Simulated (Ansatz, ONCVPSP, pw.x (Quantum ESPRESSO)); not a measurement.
**P (Z = 15): does the ONCV potential hold in the solid?**

```json
{"Element": "P", "Generator": "ONCVPSP 4.0.1", "Type": "optimised norm-conserving Vanderbilt (ONCV)", "Functional": "PBE", "Relativity": "scalar-relativistic", "Frozen core": "[Ne]", "Valence charge": "5", "Reference configuration": "3s2 3p3", "Partial waves": "3s: rc 1.40 bohr, ncon 4, nbas 7, qcut 4 1/bohr, 1 projector; 3p: rc 1.75 bohr, ncon 4, nbas 9, qcut 4.9 1/bohr, 1 projector", "Local potential": "polynomial inside 1.10 bohr (lpopt 5, dvloc0 3 Ha)", "Core correction": "Teter function fitted to the true core (icmod 2), fcfact 0.45"}
```

Atomic tests: cutoffs needed: 14 Ha and 38 Ha (the cutoffs (Ha) at which the residual kinetic energy of the hardest occupied pseudo-wave falls to 1 and 0.1 mHa per electron); ghost test: no bound ghost flagged; GHOST(+) flagged for s at 27.3 eV; largest excitation error: +141 meV (all-electron minus pseudo) for 3s2 3p0, out of 4 test configurations.

Crystal test: sc P in pw.x 7.5, no spin, 13³ k-points, Fermi–Dirac smearing 0.01 Ry, cutoffs 90/360 Ry. The reference is all-electron LAPW (Ansatz 0.2.0) with the same functional, mesh and smearing; V0 and B0 come from Birch–Murnaghan fits to the pressures at five volumes. Errors are pseudo minus all-electron; Δ is the rms difference of the E(V) curves that follow from these fits, minima aligned, over ±6 % about the mean V0. Mesh and smearing are coarse, so the numbers serve the comparison and aren't converged zero-temperature values; the lattice is a test structure that the element need not adopt.

All-electron: a0 = 2.447 Å (V0 = 14.66 Å³/atom), B0 = 113.3 GPa.

**Question.** How far does the potential miss the all-electron equation of state?

**Answer.** mean pressure error (GPa): +2.27; a0 (Å): 2.463; a0 error (%): +0.66; B0 error (%): -7.8; Δ (meV/atom): 7.1. This is a poor potential for the solid. The generator flags a localised state at positive energy (s at 27 eV).

| V (Å³/atom) | P all-electron (GPa) | P pseudo (GPa) |
| --- | --- | --- |
| 13.890 | 7.01 | 9.60 |
| 14.255 | 3.42 | 5.77 |
| 14.621 | 0.27 | 2.48 |
| 14.987 | -2.41 | -0.28 |
| 15.352 | -4.62 | -2.55 |

**Question.** At the middle volume, how do free energy and pressure move when the wave cutoff is lowered (ecutrho kept at four times it)?

**Answer.**

```json
{"cutoff (Ry)": "40", "shift of F (meV/atom)": "+21.7", "shift of P (GPa)": "-0.53"}
{"cutoff (Ry)": "54", "shift of F (meV/atom)": "+8.0", "shift of P (GPa)": "+0.08"}
{"cutoff (Ry)": "72", "shift of F (meV/atom)": "+4.6", "shift of P (GPa)": "-0.07"}
```

The run at the middle volume (84 k-points, 8 iterations) took about 7.2 s on one core of a shared host (AMD EPYC 9R45 96-Core Processor, 96 threads, 376 GiB, load 77).
